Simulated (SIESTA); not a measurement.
The system is HfB2.

```
CELL_PARAMETERS angstrom
3.14000 0.00000 0.00000
-1.57000 2.71932 0.00000
0.00000 0.00000 3.48000
ATOMIC_POSITIONS crystal
Hf 0.00000 0.00000 0.00000
B 0.66667 0.33333 0.50000
B 0.33333 0.66667 0.50000
```

Program: SIESTA 5.4.2. Alike in all runs: task single point; level PBE; no spin polarisation; cell as given; k mesh 7 × 7 × 6; smearing fermi-dirac 0.05 eV; grid cutoff 800 Ry; energy shift 0.003 Ry. Hardware: 1 thread of AMD EPYC 7R43 64-Core Processor (Zen 3), with other jobs on the host.

Task: Order these runs on this cell by their wall time, lowest first.
A. potentials or basis PseudoDojo 0.4 standard (PBE files), SZ (energy shift 0.003 Ry)
B. potentials or basis PseudoDojo 0.4 standard (PBE files), SZP (energy shift 0.003 Ry)
C. potentials or basis PseudoDojo 0.4 standard (PBE files), DZDP (energy shift 0.003 Ry; two zetas on semicore shells)

Result: A (35 s), B (130 s), C (330 s).

Caveats: the basis has no polarisation orbitals (some runs).
